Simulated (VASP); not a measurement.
**WSe2: relaxation of cell and atoms with PBE+D3(BJ)**

WSe2:

```
W Se
1.0
     3.28134    0.00000    0.00000
    -1.64067    2.84173    0.00000
     0.00000    0.00000   12.79166
W Se
2 4
Direct
  0.33333 0.66667 0.25000
  0.66667 0.33333 0.75000
  0.33333 0.66667 0.61819
  0.66667 0.33333 0.11819
  0.33333 0.66667 0.88181
  0.66667 0.33333 0.38181
```

- Program: VASP 6.6.1
- Task: relaxation of cell and atoms
- Functional: PBE
- Dispersion: D3(BJ)
- Potentials or basis: VASP PAW PBE potentials, release 64 (W_sv, Se)
- Cutoff: 600 eV
- k mesh: 9 × 9 × 2
- Occupations: gaussian, width 0.03 eV
- Spin: no spin polarisation
- Further INCAR settings: ALGO = Normal; EDIFF = 1e-07; IBRION = 2; EDIFFG = -0.005; NSW = 90; ISIF = 3

```yaml
Pressure_after_relaxing: 0.0 GPa
Band_gap_on_the_k_mesh: 0.99 eV, indirect (least direct gap 1.56 eV)
Dispersion_energy_per_atom: -0.475 eV
```

Forces on the atoms (eV/Å):
```
W    0.000  0.000  0.000
W    0.000  0.000  0.000
Se   0.000  0.000 -0.002
Se   0.000  0.000 -0.002
Se   0.000  0.000  0.002
Se   0.000  0.000  0.002
```

Final structure:
```
CELL_PARAMETERS angstrom
3.28134 0.00000 0.00000
-1.64067 2.84173 0.00000
0.00000 0.00000 12.79166
ATOMIC_POSITIONS crystal
W 0.33333 0.66667 0.25000
W 0.66667 0.33333 0.75000
Se 0.33333 0.66667 0.61819
Se 0.66667 0.33333 0.11819
Se 0.33333 0.66667 0.88181
Se 0.66667 0.33333 0.38181
```

Levels at points of the mesh, in eV from the valence-band top:
| k point | band 22 | band 23 | band 24 | band 25 | band 26 | band 27 | band 28 | band 29 | band 30 | band 31 |
| --- | --- | --- | --- | --- | --- | --- | --- | --- | --- | --- |
| (0.00, 0.00, 0.00) | -1.45 | -1.45 | -1.19 | -0.96 | 0.00 | 2.62 | 2.63 | 2.67 | 2.68 | 2.69 |
| (0.00, 0.00, 0.50) | -1.49 | -1.49 | -1.49 | -0.20 | -0.20 | 2.62 | 2.62 | 2.62 | 2.62 | 2.83 |

Wall time 55 s on 2 MPI ranks on Intel(R) Xeon(R) Platinum 8559C (Emerald Rapids), on a shared host, peak memory 0.32 GiB a rank.

Caveat: the relaxation stopped at its first step, so nothing moved; spin-orbit coupling is left out, which moves the levels of the heavy elements; an odd mesh through Γ misses points on the zone boundary, where band edges often lie. PBE gaps usually lie below the measured ones, often by a third to a half.
